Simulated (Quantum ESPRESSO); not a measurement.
**Ni under changes of volume**

One of the cells (10.492 Å³/atom); the others are scaled copies at fixed shape and fractional positions:

```
Ni
1.0
     0.00000    1.73757    1.73757
     1.73757    0.00000    1.73757
     1.73757    1.73757    0.00000
Ni
1
Direct
  0.00000 0.00000 0.00000
```

```yaml
Program: Quantum ESPRESSO 7.5
Functional: PBEsol
Potentials_or_basis: GBRV 1.5 PBEsol
Cutoff: 612 eV
Density_cutoff: 4898 eV
k_mesh: 13 × 13 × 13
Occupations: fermi-dirac, width 0.05 eV
Spin: collinear spin, ferromagnetic start
Starting_moments: "[1.0] μB"
```

```tsv
volume (Å³/atom)	energy over the lowest point (meV/atom)	pressure (GPa)
9.862	19.98	13.2
10.072	6.33	7.3
10.282	0.00	2.0
10.492	0.17	-2.6
10.702	6.14	-6.8
10.912	?	?
11.122	32.88	-13.7
```

Q: What does the run at 10.912 Å³/atom give?

A: Energy over the lowest point 17.24 meV/atom; pressure -10.5 GPa.

Worked out: A Birch-Murnaghan fit of order 3 (a polynomial in V^(-2/3)) to the other rows has its minimum at 10.38 Å³/atom with B0 = V·E''(V) = 232 GPa and B' = 4.9. It gives 17.23 meV/atom at 10.912 Å³/atom, against the run's 17.24, and -dE/dV = -10.3 GPa, against -10.5.

Energies are extrapolated to zero smearing.
